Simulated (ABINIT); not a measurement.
# InP (F-43m) in ABINIT: notebook

The runs below take InP through single point, with PBEsol.

Everything below comes from runs of ABINIT 10.8.3 (patched build). Logs are shortened: lines on timing, memory, paths and dates and some standing lists are left out, and cuts for length are marked. The log counts tension as positive stress, the text compression.

**The experiment to reproduce.**

From a printed reference work, data compilation, for a bulk crystal of InP at 1.6 K: band gap 1.4236 eV (direct).

The runs below are set against these values where they give the same quantity.

### 1 The structure

The structure is cubic, space group F-43m (No. 216). Conventional cell: a = 5.861 Å, b = 5.861 Å, c = 5.861 Å, α = 90.00°, β = 90.00°, γ = 90.00°. In (site symmetry -43m) is surrounded by 4 P at 2.54 Å. Around P (site symmetry -43m) lie 4 In at 2.54 Å.

### 2 Single point, PBEsol

run.abi

```
pp_dirpath "./"
pseudos "In.upf, P.upf"

acell 3*1.0 Angstrom
rprim
     0.0000000000     2.9305000000     2.9305000000
     2.9305000000     0.0000000000     2.9305000000
     2.9305000000     2.9305000000     0.0000000000
ntypat 2
znucl 49 15
natom 2
typat 1 2
xred
     0.0000000000     0.0000000000     0.0000000000
     0.7500000000     0.7500000000     0.7500000000

ecut 31.0

kptopt 1
ngkpt 6 6 6
nshiftk 1
shiftk 0.0 0.0 0.0

ixc -116133

nband 13
occopt 3
tsmear 0.00183747

nstep 100
tolvrs 1.0e-10

iomode 3
prtwf 0
prtden 0
prteig 0
prtebands 0
enunit 1
```

Potentials or basis: PseudoDojo NC SR PBEsol v0.4.1 standard.

The run is started by

```
$ mpirun --bind-to none -np 4 abinit run.abi > log 2>&1
```

run.abo:

```text
.Version 10.8.3 of ABINIT
 Symmetries : space group F-4 3 m (#216); Bravais cF (face-center cubic)
================================================================================
 Values of the parameters that define the memory need of the present run
     intxc =       0    ionmov =       0      iscf =       7    lmnmax =       6
     lnmax =       6     mgfft =      40  mpssoang =       3    mqgrid =    3001
     natom =       2  nloc_mem =       1    nspden =       1   nspinor =       1
    nsppol =       1      nsym =      24    n1xccc =    2501    ntypat =       2
    occopt =       3   xclevel =       2
       mpw =        2822          nfft =       64000          nkpt =          16
================================================================================
================================================================================

--------------------------------------------------------------------------------
------------- Echo of variables that govern the present computation ------------
--------------------------------------------------------------------------------
 -outvars: echo values of preprocessed input variables --------
            acell      1.8897261259E+00  1.8897261259E+00  1.8897261259E+00 Bohr
              amu      1.14820000E+02  3.09737620E+01
             ecut      3.10000000E+01 Hartree
           enunit           1
              ixc     -116133
         kptrlatt        6    0    0      0    6    0      0    0    6
          kptrlen      4.69901511E+01
            natom           2
            nband          13
            ngfft          40      40      40
             nkpt          16
            nstep         100
             nsym          24
           ntypat           2
           occopt           3
           prtden           0
        prtebands           0
           prteig           0
            prtwf           0
            rprim      0.0000000000E+00  2.9305000000E+00  2.9305000000E+00
                       2.9305000000E+00  0.0000000000E+00  2.9305000000E+00
                       2.9305000000E+00  2.9305000000E+00  0.0000000000E+00
          spgroup         216
           tolvrs      1.00000000E-10
           tsmear      1.83747000E-03 Hartree
            typat      1  2
           xangst      0.0000000000E+00  0.0000000000E+00  0.0000000000E+00
                       4.3957500000E+00  4.3957500000E+00  4.3957500000E+00
            xcart      0.0000000000E+00  0.0000000000E+00  0.0000000000E+00
                       8.3067636180E+00  8.3067636180E+00  8.3067636180E+00
             xred      0.0000000000E+00  0.0000000000E+00  0.0000000000E+00
                       7.5000000000E-01  7.5000000000E-01  7.5000000000E-01
            znucl       49.00000   15.00000

================================================================================

 chkinp: Checking input parameters for consistency.

================================================================================
== DATASET  1 ==================================================================

--- !DatasetInfo
iteration_state: {dtset: 1, }
dimensions: {natom: 2, nkpt: 16, mband: 13, nsppol: 1, nspinor: 1, nspden: 1, mpw: 2822, }
cutoff_energies: {ecut:  31.0, pawecutdg:  -1.0, }
electrons: {nelect:   1.80000000E+01, charge:   0.00000000E+00, occopt:   3.00000000E+00, tsmear:   1.83747000E-03, }
meta: {optdriver: 0, ionmov: 0, optcell: 0, iscf: 7, paral_kgb: 0, }
...

 Real(R)+Recip(G) space primitive vectors, cartesian coordinates (Bohr,Bohr^-1):
 R(1)=  0.0000000  5.5378424  5.5378424  G(1)= -0.0902879  0.0902879  0.0902879
 R(2)=  5.5378424  0.0000000  5.5378424  G(2)=  0.0902879 -0.0902879  0.0902879
 R(3)=  5.5378424  5.5378424  0.0000000  G(3)=  0.0902879  0.0902879 -0.0902879
 Unit cell volume ucvol=  3.3966576E+02 bohr^3
 Angles (23,13,12)=  6.00000000E+01  6.00000000E+01  6.00000000E+01 degrees

 getcut: wavevector=  0.0000  0.0000  0.0000  ngfft=  40  40  40
         ecut(hartree)=     31.000   => boxcut(ratio)=   2.03779

--- Pseudopotential description ------------------------------------------------
- pspini: atom type   1  psp file is ./In.upf
12 -116133 2 -1 1940                          pspcod,pspxc,lmax,lloc,mmax
     nproj     2     2     2

- pspini: atom type   2  psp file is ./P.upf
12 -116133 2 -1 1298                          pspcod,pspxc,lmax,lloc,mmax
     nproj     2     2     2

   5.84856983E+02                                ecore*ucvol(ha*bohr**3)
--------------------------------------------------------------------------------

================================================================================

--- !BeginCycle
iteration_state: {dtset: 1, }
solver: {iscf: 7, nstep: 100, nline: 4, wfoptalg: 0, }
tolerances: {tolvrs: 1.00E-10, }
...

     iter   Etot(hartree)      deltaE(h)  residm     vres2
 ETOT  1  -72.523346456393    -7.252E+01 5.428E-01 2.436E+02
 ETOT  2  -73.210736610879    -6.874E-01 1.188E-02 1.226E+02
 ETOT  3  -73.232052646246    -2.132E-02 4.345E-03 5.914E+00
 ETOT  4  -73.233000536342    -9.479E-04 2.355E-03 9.431E-02
 ETOT  5  -73.233014427029    -1.389E-05 4.521E-04 1.602E-02
 ETOT  6  -73.233016632998    -2.206E-06 2.746E-04 3.757E-03
 ETOT  7  -73.233017367999    -7.350E-07 4.270E-05 1.176E-05
 ETOT  8  -73.233017371606    -3.607E-09 3.308E-05 2.819E-07
 ETOT  9  -73.233017371689    -8.359E-11 4.944E-06 3.099E-07
 ETOT 10  -73.233017371748    -5.869E-11 8.168E-06 5.858E-09
 ETOT 11  -73.233017371750    -1.876E-12 2.067E-06 1.358E-10
 ETOT 12  -73.233017371749     3.553E-13 3.616E-06 2.736E-11

 At SCF step   12       vres2   =  2.74E-11 < tolvrs=  1.00E-10 =>converged.

 Cartesian components of stress tensor (hartree/bohr^3)
  sigma(1 1)= -4.85145805E-06  sigma(3 2)=  0.00000000E+00
  sigma(2 2)= -4.85145805E-06  sigma(3 1)=  0.00000000E+00
  sigma(3 3)= -4.85145805E-06  sigma(2 1)=  0.00000000E+00

--- !ResultsGS
iteration_state: {dtset: 1, }
comment   : Summary of ground state results
lattice_vectors:
- [  0.0000000,   5.5378424,   5.5378424, ]
- [  5.5378424,   0.0000000,   5.5378424, ]
- [  5.5378424,   5.5378424,   0.0000000, ]
lattice_lengths: [   7.83169,    7.83169,    7.83169, ]
lattice_angles: [ 60.000,  60.000,  60.000, ] # degrees, (23, 13, 12)
lattice_volume:   3.3966576E+02
convergence: {deltae:  3.553E-13, res2:  2.736E-11, residm:  3.616E-06, diffor: null, }
etotal    :  -7.32330174E+01
entropy   :   0.00000000E+00
fermie    :   1.75585292E-01
cartesian_stress_tensor: # hartree/bohr^3
- [ -4.85145805E-06,   0.00000000E+00,   0.00000000E+00, ]
- [  0.00000000E+00,  -4.85145805E-06,   0.00000000E+00, ]
- [  0.00000000E+00,   0.00000000E+00,  -4.85145805E-06, ]
pressure_GPa:   1.4273E-01
xred      :
- [  0.0000E+00,   0.0000E+00,   0.0000E+00, In]
- [  7.5000E-01,   7.5000E-01,   7.5000E-01,  P]
cartesian_forces: # hartree/bohr
- [ -0.00000000E+00,  -0.00000000E+00,  -0.00000000E+00, ]
- [ -0.00000000E+00,  -0.00000000E+00,  -0.00000000E+00, ]
force_length_stats: {min:   0.00000000E+00, max:   0.00000000E+00, mean:   0.00000000E+00, }
...

 Integrated electronic density in atomic spheres:
 ------------------------------------------------
 Atom  Sphere_radius  Integrated_density
    1        2.00000          9.91922012
    2        2.00000          2.76529676
================================================================================

 ----iterations are completed or convergence reached----

 Mean square residual over all n,k,spin=   35.254E-09; max=  36.159E-07
 reduced coordinates (array xred) for    2 atoms
       0.000000000000      0.000000000000      0.000000000000
       0.750000000000      0.750000000000      0.750000000000
 rms dE/dt=  0.0000E+00; max dE/dt=  0.0000E+00; dE/dt below (all hartree)
    1       0.000000000000      0.000000000000      0.000000000000
    2       0.000000000000      0.000000000000      0.000000000000

 cartesian coordinates (angstrom) at end:
    1      0.00000000000000     0.00000000000000     0.00000000000000
    2      4.39575000000000     4.39575000000000     4.39575000000000

 cartesian forces (hartree/bohr) at end:
    1     -0.00000000000000    -0.00000000000000    -0.00000000000000
    2     -0.00000000000000    -0.00000000000000    -0.00000000000000
 frms,max,avg= 0.0000000E+00 0.0000000E+00   0.000E+00  0.000E+00  0.000E+00 h/b

 cartesian forces (eV/Angstrom) at end:
    1     -0.00000000000000    -0.00000000000000    -0.00000000000000
    2     -0.00000000000000    -0.00000000000000    -0.00000000000000
 frms,max,avg= 0.0000000E+00 0.0000000E+00   0.000E+00  0.000E+00  0.000E+00 e/A
 length scales=  1.889726125908  1.889726125908  1.889726125908 bohr
              =  1.000000000000  1.000000000000  1.000000000000 angstroms
 Fermi (or HOMO) energy (eV) =   4.77792   Average Vxc (eV)=  -9.61821
 Eigenvalues (   eV  ) for nkpt=  16  k points:
 kpt#   1, nband= 13, wtk=  0.00463, kpt=  0.0000  0.0000  0.0000 (reduced coord)
  -9.77530   -9.77530   -9.77530   -9.62287   -9.62287   -7.10270    4.44467    4.44467
   4.44467    5.05555    8.45542    8.45542    8.45542
 prteigrs : prtvol=0 or 1, do not print more k-points.

--- !EnergyTerms
iteration_state     : {dtset: 1, }
comment             : Components of total free energy in Hartree
kinetic             :  4.43131064091589E+01
hartree             :  1.83656101817579E+01
xc                  : -2.18780307800965E+01
Ewald energy        : -4.48602020677458E+01
psp_core            :  1.72186026752838E+00
local_psp           : -5.72136981085744E+01
non_local_psp       : -1.36816623345950E+01
internal            : -7.32330164325665E+01
'-kT*entropy'       : -9.39182886294188E-07
total_energy        : -7.32330173717494E+01
total_energy_eV     : -1.99277192166131E+03
band_energy         : -3.62411909431955E+00
...

 Cartesian components of stress tensor (hartree/bohr^3)
  sigma(1 1)= -4.85145805E-06  sigma(3 2)=  0.00000000E+00
  sigma(2 2)= -4.85145805E-06  sigma(3 1)=  0.00000000E+00
  sigma(3 3)= -4.85145805E-06  sigma(2 1)=  0.00000000E+00

-Cartesian components of stress tensor (GPa)         [Pressure=  1.4273E-01 GPa]
- sigma(1 1)= -1.42734824E-01  sigma(3 2)=  0.00000000E+00
- sigma(2 2)= -1.42734824E-01  sigma(3 1)=  0.00000000E+00
- sigma(3 3)= -1.42734824E-01  sigma(2 1)=  0.00000000E+00

== END DATASET(S) ==============================================================
================================================================================

 -outvars: echo values of variables after computation  --------
            acell      1.8897261259E+00  1.8897261259E+00  1.8897261259E+00 Bohr
           etotal     -7.3233017372E+01
            fcart     -0.0000000000E+00 -0.0000000000E+00 -0.0000000000E+00
                      -0.0000000000E+00 -0.0000000000E+00 -0.0000000000E+00
            rprim      0.0000000000E+00  2.9305000000E+00  2.9305000000E+00
                       2.9305000000E+00  0.0000000000E+00  2.9305000000E+00
                       2.9305000000E+00  2.9305000000E+00  0.0000000000E+00
           strten     -4.8514580479E-06 -4.8514580479E-06 -4.8514580479E-06
                       0.0000000000E+00  0.0000000000E+00  0.0000000000E+00
           xangst      0.0000000000E+00  0.0000000000E+00  0.0000000000E+00
                       4.3957500000E+00  4.3957500000E+00  4.3957500000E+00
             xred      0.0000000000E+00  0.0000000000E+00  0.0000000000E+00
                       7.5000000000E-01  7.5000000000E-01  7.5000000000E-01
 Calculation completed.
```

It took 6.2 s on 4 MPI ranks of Arm Neoverse V2, shared host; peak memory 0.28 GiB.

What came out:

```yaml
Free_energy: -1992.7719 eV
Pressure: 0.1 GPa
Band_gap_on_the_k_mesh: 0.61 eV, direct
Valence_electrons_inside_the_program's_atomic_spheres: In 9.92; P 2.77
```

Levels at points of the mesh, in eV from the valence-band top:
```tsv
k point	band 7	band 8	band 9	band 10	band 11	band 12
(0.00, 0.00, 0.00)	0.00	0.00	0.00	0.61	4.01	4.01
(0.50, 0.00, 0.00)	-5.80	-0.98	-0.98	1.40	4.73	4.73
(0.50, 0.50, 0.00)	-5.82	-2.35	-2.35	1.63	2.16	9.11
```

Caveat: spin-orbit coupling is left out, which moves the levels of the heavy elements.

### 3 Single point, PBEsol

run.abi

```
# Pseudopotentials
pp_dirpath "./"
pseudos "In.upf, P.upf"

# Structure
acell 4.1443528445 4.1443528445 4.1443528445 Angstrom
rprim
     0.0000000000     0.7071067812     0.7071067812
     0.7071067812     0.0000000000     0.7071067812
     0.7071067812     0.7071067812     0.0000000000
ntypat 2
znucl 49 15
natom 2
typat 1 2
xred
     0.0000000000     0.0000000000     0.0000000000
     0.7500000000     0.7500000000     0.7500000000

# Plane-wave basis
ecut 31.0

# k points
kptopt 1
ngkpt 6 6 6
nshiftk 1
shiftk 0.0 0.0 0.0

# Exchange and correlation
ixc -116133

# Bands and occupations
nband 13
occopt 3
tsmear 0.05 eV

# SCF cycle
nstep 100
tolvrs 1.0e-10

# Output
iomode 3
prtwf 0
prtden 0
prteig 0
prtebands 0
enunit 1
prtvol 2
```

Potentials or basis: PseudoDojo NC SR PBEsol v0.4.1 standard.

The run is started by

```
$ mpirun --bind-to none -np 4 abinit run.abi > log 2>&1
```

Run time: 11 s. Hardware: 4 MPI ranks of Intel Xeon Platinum 8488C (Sapphire Rapids), shared host; peak memory 0.28 GiB.

The run converged. Its results:

```
Free energy                                           : -1992.7719 eV
Pressure                                              : 0.1 GPa
Band gap on the k mesh                                : 0.61 eV, direct
Valence electrons inside the program's atomic spheres : In 9.92; P 2.77
```

Levels at points of the mesh, in eV from the valence-band top:
| k point | band 6 | band 7 | band 8 | band 9 | band 10 | band 11 | band 12 | band 13 |
| --- | --- | --- | --- | --- | --- | --- | --- | --- |
| (0.00, 0.00, 0.00) | -11.55 | 0.00 | 0.00 | 0.00 | 0.61 | 4.01 | 4.01 | 4.01 |
| (0.50, 0.00, 0.00) | -9.80 | -5.80 | -0.98 | -0.98 | 1.40 | 4.73 | 4.73 | 6.97 |
| (0.50, 0.50, 0.00) | -9.14 | -5.82 | -2.35 | -2.35 | 1.63 | 2.16 | 9.11 | 9.51 |

Caveat: spin-orbit coupling is left out, which moves the levels of the heavy elements.

### 4 Against experiment

Step 2. A measured gap of InP is 1.4236 eV (direct; 1.6 K; a printed reference work, data compilation); the calculated 0.61 eV misses it by -0.81 eV. Spin-orbit coupling on In is left out. The value is that of PBEsol, without temperature or zero-point motion. Semilocal functionals fall short of measured gaps as a rule.

Step 3. Against the measured gap of InP, 1.4236 eV (direct; 1.6 K; a printed reference work, data compilation), the calculated 0.61 eV is off by -0.81 eV. Spin-orbit coupling on In is left out. The value is that of PBEsol, without temperature or zero-point motion. Semilocal functionals fall short of measured gaps as a rule.
